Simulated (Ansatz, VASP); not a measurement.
**One calculation of Rb, two programs**

INCAR

```
SYSTEM = Rb
PREC     = Accurate       ! precision mode
ENCUT    = 520            ! plane-wave cutoff, eV
EDIFF    = 1E-6           ! SCF threshold, eV
ISMEAR   = -1             ! smearing method
SIGMA    = 0.1            ! smearing width, eV
LREAL    = .FALSE.        ! projectors in reciprocal space
LASPH    = .TRUE.         ! aspherical terms in the spheres
NELM     = 80             ! most SCF steps
ALGO     = Normal         ! electronic algorithm
ISIF     = 2              ! what is computed and relaxed
LWAVE    = .FALSE.        ! write WAVECAR
LCHARG   = .FALSE.        ! write CHGCAR
GGA      = CA             ! functional
NBANDS   = 10             ! bands
```

Contents of KPOINTS:

```
regular mesh
0
G
  9 9 9
  0 0 0
```

POSCAR

```
Rb
1.0
    0.0000000000      3.2550929919      3.2550929919
    3.2550929919      0.0000000000      3.2550929919
    3.2550929919      3.2550929919      0.0000000000
Rb
1
Direct
    0.0000000000      0.0000000000      0.0000000000
```

Input for Ansatz:

```yaml
crystal:
  lattice:
    - [0.0, 3.2550929919, 3.2550929919]
    - [3.2550929919, 0.0, 3.2550929919]
    - [3.2550929919, 3.2550929919, 0.0]
  atoms:
    - { symbol: Rb, position: [0.0, 0.0, 0.0] }
hamiltonian:
  xc: lda
  pseudopotentials:
    kind: paw
    azcp:
      Rb: "pseudopotentials/Rb.paw.azcp"
basis:
  ecutwfc: 420
  fft_grid_basis: typed
kpoints:
  mp_grid: { grid: [9, 9, 9], shift: [0, 0, 0] }
magnetization:
  spin_polarized: false
scf:
  occupations: { method: fermi_dirac, width: 0.1 }
  lower_state_search: "off"
output:
  stress: true
```

Alike in both runs: task single point; functional LDA; k mesh 9 × 9 × 9; occupations fermi-dirac, width 0.1 eV; no spin polarisation.

```csv
,VASP,Ansatz
version,VASP 6.6.1,Ansatz 0.2.0
potentials or method,"VASP PAW LDA potentials, release 64 (Rb_sv)","plane waves (420 eV) with PAW, scalar-relativistic"
plane-wave cutoff (eV),520,420
valence electrons in the cell,9,9
```

|  | VASP | Ansatz | Ansatz less VASP |
| --- | --- | --- | --- |
| pressure (GPa) | 0.5 | 0.5 | 0.00 |

Ansatz warned: «pseudo_functional_mismatch».
